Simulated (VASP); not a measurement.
# BaTe (Pm-3m) in VASP: further runs, part 2 of 3

VASP 6.6.1. The steps go on from the part before.

## 3. Single point, PBE

Contents of INCAR:

```
SYSTEM = BaTe
ALGO = Normal
EDIFF = 1E-7
ENCUT = 450
GGA = PE
ISIF = 2
ISMEAR = 0
LASPH = .True.
LCHARG = .False.
LREAL = .False.
LWAVE = .False.
NBANDS = 15
NELM = 80
PREC = Accurate
SIGMA = 0.02
```

Contents of KPOINTS:

```
k-points
0
Gamma
  3 3 3
  0 0 0
```

Contents of POSCAR:

```
BaTe
1.0
    4.2624660000      0.0000000000      0.0000000000
    0.0000000000      4.2624660000      0.0000000000
    0.0000000000      0.0000000000      4.2624660000
Ba Te
1 1
Direct
    0.0000000000      0.0000000000      0.0000000000
    0.5000000000      0.5000000000      0.5000000000
```

Potentials or basis: VASP PAW PBE potentials, release 64 (Ba_sv_GW, Te_GW).

The run is started by

```
$ cat potpaw_PBE.64/Ba_sv_GW/POTCAR potpaw_PBE.64/Te_GW/POTCAR > POTCAR
$ mpirun -np 1 vasp_std > vasp.out
```

OUTCAR:

```text
SYSTEM = BaTe
   EDIFF = 1E-7
   ENCUT = 450
   GGA = PE
   ISIF = 2
   ISMEAR = 0
   LASPH = .True.
   LREAL = .False.
   NELM = 80
   PREC = Accurate

 ion  position               nearest neighbor table
   1  0.000  0.000  0.000-
   2  0.500  0.500  0.500-

  LATTYP: Found a simple cubic cell.
 ALAT       =     4.2624660000

  Lattice vectors:

 A1 = (   4.2624660000,   0.0000000000,   0.0000000000)
 A2 = (   0.0000000000,   4.2624660000,   0.0000000000)
 A3 = (   0.0000000000,   0.0000000000,   4.2624660000)

Analysis of symmetry for initial positions (statically):
=====================================================================
 Subroutine PRICEL returns:
 Original cell was already a primitive cell.

 Routine SETGRP: Setting up the symmetry group for a
 simple cubic supercell.

 Subroutine GETGRP returns: Found 48 space group operations
 (whereof 48 operations were pure point group operations)
 out of a pool of 48 trial point group operations.

The static configuration has the point symmetry O_h .

Analysis of symmetry for dynamics (positions and initial velocities):
=====================================================================
 Subroutine PRICEL returns:
 Original cell was already a primitive cell.

 Routine SETGRP: Setting up the symmetry group for a
 simple cubic supercell.

 Subroutine GETGRP returns: Found 48 space group operations
 (whereof 48 operations were pure point group operations)
 out of a pool of 48 trial point group operations.

The dynamic configuration has the point symmetry O_h .

 Subroutine INISYM returns: Found 48 space group operations
 (whereof 48 operations are pure point group operations),
 and found     1 'primitive' translations

----------------------------------------------------------------------------------------

                                     Primitive cell

  volume of cell :      77.4431

  direct lattice vectors                    reciprocal lattice vectors
     4.262466000  0.000000000  0.000000000     0.234605977  0.000000000  0.000000000
     0.000000000  4.262466000  0.000000000     0.000000000  0.234605977  0.000000000
     0.000000000  0.000000000  4.262466000     0.000000000  0.000000000  0.234605977

  length of vectors
     4.262466000  4.262466000  4.262466000     0.234605977  0.234605977  0.234605977

  position of ions in fractional coordinates (direct lattice)
     0.000000000  0.000000000  0.000000000
     0.500000000  0.500000000  0.500000000

  ion indices of the primitive-cell ions
   primitive index   ion index
                 1           1
                 2           2

----------------------------------------------------------------------------------------

 KPOINTS: k-points

Automatic generation of k-mesh.
 Grid dimensions read from file:
 generate k-points for:    3    3    3

 Generating k-lattice:

  Cartesian coordinates                     Fractional coordinates (reciprocal lattice)
     0.078201992  0.000000000  0.000000000     0.333333333  0.000000000  0.000000000
     0.000000000  0.078201992  0.000000000     0.000000000  0.333333333  0.000000000
     0.000000000  0.000000000  0.078201992     0.000000000  0.000000000  0.333333333

  Length of vectors
     0.078201992  0.078201992  0.078201992

  Shift w.r.t. Gamma in fractional coordinates (k-lattice)
     0.000000000  0.000000000  0.000000000

 Subroutine IBZKPT returns following result:
 ===========================================

 Found      4 irreducible k-points:

 Following reciprocal coordinates:
            Coordinates               Weight
  0.000000  0.000000  0.000000      1.000000
  0.333333  0.000000  0.000000      6.000000
  0.333333  0.333333  0.000000     12.000000
  0.333333  0.333333  0.333333      8.000000
   k-points           NKPTS =      4   k-points in BZ     NKDIM =      4   number of bands    NBANDS=     15
   number of dos      NEDOS =    301   number of ions     NIONS =      2
   total plane-waves  NPLWV =  27000
   dimension x,y,z NGX =    30 NGY =   30 NGZ =   30
   dimension x,y,z NGXF=    60 NGYF=   60 NGZF=   60
   ions per type =               1   1
   NGX,Y,Z   is equivalent  to a cutoff of  11.70, 11.70, 11.70 a.u.
   NGXF,Y,Z  is equivalent  to a cutoff of  23.40, 23.40, 23.40 a.u.
 SYSTEM =  BaTe
   PREC   = accura    normal or accurate (medium, high low for compatibility)
   ISTART =      0    job   : 0-new  1-cont  2-samecut
   ICHARG =      2    charge: 1-file 2-atom 10-const
   ISPIN  =      1    spin polarized calculation?
   LNONCOLLINEAR =      F non collinear calculations
   LSORBIT =      F    spin-orbit coupling
   LASPH  =      T    aspherical Exc in radial PAW
   ENCUT  =  450.0 eV  33.07 Ry    5.75 a.u.   7.37  7.37  7.37*2*pi/ulx,y,z
   NELM   =     80;   NELMIN=  2; NELMDL= -5     # of ELM steps
   EDIFF  = 0.1E-06   stopping-criterion for ELM
   LREAL  =      F    real-space projection
   EDIFFG = 0.1E-05   stopping-criterion for IOM
   NSW    =      0    number of steps for IOM
   IBRION =     -1    ionic relax: 0-MD 1-quasi-New 2-CG
   NFREE  =      0    steps in history (QN), initial steepest desc. (CG)
   ISIF   =      2    stress and relaxation
   ISYM   =      2    0-nonsym 1-usesym 2-fastsym
   POTIM  = 0.5000    time-step for ionic-motion
   TEBEG  =    0.0;   TEEND  =   0.0 temperature during run
   PSTRESS=    0.0 pullay stress
   NELECT =      16.0000    total number of electrons
   NUPDOWN=      -1.0000    fix difference up-down
   EMIN   =  10.00;   EMAX   =-10.00  energy-range for DOS
   EFERMI =   0.00;   METHOD = LEGACY
   ISMEAR =     0;   SIGMA  =   0.02  broadening in eV -4-tet -1-fermi 0-gaus
   EFERMI_NEDOS =   21; number of points for ismear=-14 and -15
   IALGO  =     38    algorithm
   IMIX   =      4    mixing-type and parameters
     AMIX     =   0.40;   BMIX     =  1.00
     AMIX_MAG =   1.60;   BMIX_MAG =  1.00
  volume/ion in A,a.u.               =      38.72       261.31
  Fermi-wavevector in a.u.,A,eV,Ry     =   0.967804  1.828884 12.743813  0.936644
  Thomas-Fermi vector in A             =   2.097720
   LORBIT       =      0    0 simple, 1 ext, 2 COOP (PROOUT), +10 PAW based schemes
   GGA     = PE    functional components
   LHFCALC =     F    Hartree Fock is set to
   AEXX    =    0.0000 exact exchange contribution
   IVDW    =     0    specifies the selected vdW correction
   LEPSILON=     F    determine dielectric tensor
   LRPA    =     F    only Hartree local field effects (RPA)
 non-spin polarized calculation
 Gauss-broadening in eV      SIGMA  =   0.02
  energy-cutoff  :      450.00
  volume of cell :       77.44
 maximum number of plane-waves:      1743
 NGX is ok and might be reduce to    30
   NGX = 15   NGY = 15   NGZ = 15

 number of electron      15.9999998 magnetization

 Free energy of the ion-electron system (eV)
  ---------------------------------------------------
  ext. energy  EPLUGINS =         0.00000000
  ---------------------------------------------------
  free energy    TOTEN  =        -9.56986536 eV

  energy without entropy =       -9.56986536  energy(sigma->0) =       -9.56986536

 E-fermi :   4.9802     XC(G=0):  -8.9164

 val. band max:        4.8022230089   @ k =   0.0000   0.0000   0.0000
 cond. band min:       5.9962978020   @ k =   0.0000   0.0000   0.0000
 fundamental gap:      1.1940747931
 Fermi energy:         4.9801526515

 k-point     1 :       0.0000    0.0000    0.0000
  band No.  band energies     occupation
      1     -22.9133      2.00000
      2      -7.9498      2.00000
      3      -7.9498      2.00000
      4      -7.9498      2.00000
      5      -5.1423      2.00000
      6       4.8022      2.00000
      7       4.8022      2.00000
      8       4.8022      2.00000
      9       5.9963      0.00000
     10       5.9963      0.00000
     11       7.5762      0.00000
     12       9.7336      0.00000
     13       9.7336      0.00000
     14       9.7336      0.00000
     15      12.0295      0.00000
[... 37 lines left out ...]
 k-point     4 :       0.3333    0.3333    0.3333
  band No.  band energies     occupation
      1     -22.8572      2.00000
      2      -8.2048      2.00000
      3      -8.1586      2.00000
      4      -8.1586      2.00000
      5      -4.4198      2.00000
      6       2.8450      2.00000
      7       2.8450      2.00000
      8       3.3040      2.00000
      9       7.9329      0.00000
     10       8.4642      0.00000
     11       8.4642      0.00000
     12      10.6695      0.00000
     13      10.6947      0.00000
     14      10.6947      0.00000
     15      12.5539      0.00000

------------------------ aborting loop because EDIFF is reached ----------------------------------------

  FORCE on cell =-STRESS in cart. coord.  units (eV):
  Direction    XX          YY          ZZ          XY          YZ          ZX
  --------------------------------------------------------------------------------------
  -------------------------------------------------------------------------------------
  Total       -0.0588631     -0.0588631     -0.0588631      0.0000000     -0.0000000      0.0000000
  in kB       -1.2177861     -1.2177861     -1.2177861      0.0000000     -0.0000000      0.0000000
  external PRESSURE =      -1.2177861 kB  Pullay stress =       0.0000000 kB

 VOLUME and BASIS-vectors are now :
 -----------------------------------------------------------------------------
  energy-cutoff  :      450.00
  volume of cell :       77.44
      direct lattice vectors                 reciprocal lattice vectors
     4.262466000  0.000000000  0.000000000     0.234605977  0.000000000  0.000000000
     0.000000000  4.262466000  0.000000000     0.000000000  0.234605977  0.000000000
     0.000000000  0.000000000  4.262466000     0.000000000  0.000000000  0.234605977

 POSITION                                       TOTAL-FORCE (eV/Angst)
 -----------------------------------------------------------------------------------
      0.00000      0.00000      0.00000         0.000000      0.000000      0.000000
      2.13123      2.13123      2.13123         0.000000      0.000000      0.000000
 -----------------------------------------------------------------------------------
    total drift:                                0.000000     -0.000000     -0.000000

  FREE ENERGIE OF THE ION-ELECTRON SYSTEM (eV)
  ---------------------------------------------------
  free  energy   TOTEN  =        -9.5698653558 eV

  energy  without entropy=       -9.5698653558  energy(sigma->0) =       -9.56986536
```

OSZICAR:

```text
N       E                     dE             d eps       ncg     rms          rms(c)
DAV:   1     0.122804436529E+03    0.12280E+03   -0.54391E+03   120   0.835E+02
DAV:   2     0.199376661767E+01   -0.12081E+03   -0.11153E+03   168   0.274E+02
DAV:   3    -0.967035840521E+01   -0.11664E+02   -0.11247E+02   200   0.809E+01
DAV:   4    -0.100896405455E+02   -0.41928E+00   -0.41866E+00   185   0.154E+01
DAV:   5    -0.100988721915E+02   -0.92316E-02   -0.92248E-02   164   0.252E+00    0.310E+00
DAV:   6    -0.963385180960E+01    0.46502E+00   -0.41823E-01   176   0.387E+00    0.152E+00
DAV:   7    -0.956722694841E+01    0.66625E-01   -0.45028E-01   208   0.363E+00    0.781E-01
DAV:   8    -0.957189857220E+01   -0.46716E-02   -0.66426E-02   176   0.146E+00    0.359E-01
DAV:   9    -0.956971572499E+01    0.21828E-02   -0.79922E-03   192   0.745E-01    0.464E-02
DAV:  10    -0.956980421244E+01   -0.88487E-04   -0.13212E-03   184   0.233E-01    0.704E-02
DAV:  11    -0.956992358316E+01   -0.11937E-03   -0.36574E-04   186   0.132E-01    0.262E-02
DAV:  12    -0.956986503469E+01    0.58548E-04   -0.10886E-04   176   0.632E-02    0.527E-03
DAV:  13    -0.956986557679E+01   -0.54209E-06   -0.18323E-05   185   0.273E-02    0.738E-03
DAV:  14    -0.956986556381E+01    0.12974E-07   -0.16404E-06   192   0.867E-03    0.483E-03
DAV:  15    -0.956986541647E+01    0.14734E-06   -0.83053E-08   137   0.233E-03    0.215E-03
DAV:  16    -0.956986535584E+01    0.60630E-07   -0.13044E-07   139   0.259E-03
   1 F= -.95698654E+01 E0= -.95698654E+01  d E =-.530806E-37
```

stdout:

```text
POSCAR found type information on POSCAR BaTe
 POSCAR found :  2 types and       2 ions
 scaLAPACK will be used
 LDA part: xc-table for (Slater+PW92), standard interpolation
 POSCAR, INCAR and KPOINTS ok, starting setup
 FFT: planning ... GRIDC
 FFT: planning ... GRID_SOFT
 FFT: planning ... GRID
 WAVECAR not read
 entering main loop
```

Run time: 10 s. Hardware: 1 thread of Intel Xeon Platinum 8488C (Sapphire Rapids), shared host; peak memory 0.17 GiB.

Results:

```yaml
Free_energy: -9.5699 eV
Pressure: -0.1 GPa
Band_gap_on_the_k_mesh: 1.19 eV, direct
```

Caveat: the k mesh is coarse (spacing up to 0.49 Å⁻¹), so the values aren't converged; spin-orbit coupling is left out, which moves the levels of the heavy elements. Expect the measured gap to be larger: semilocal functionals such as PBE lack the derivative discontinuity.

(Part 2 of 3 ends here.)
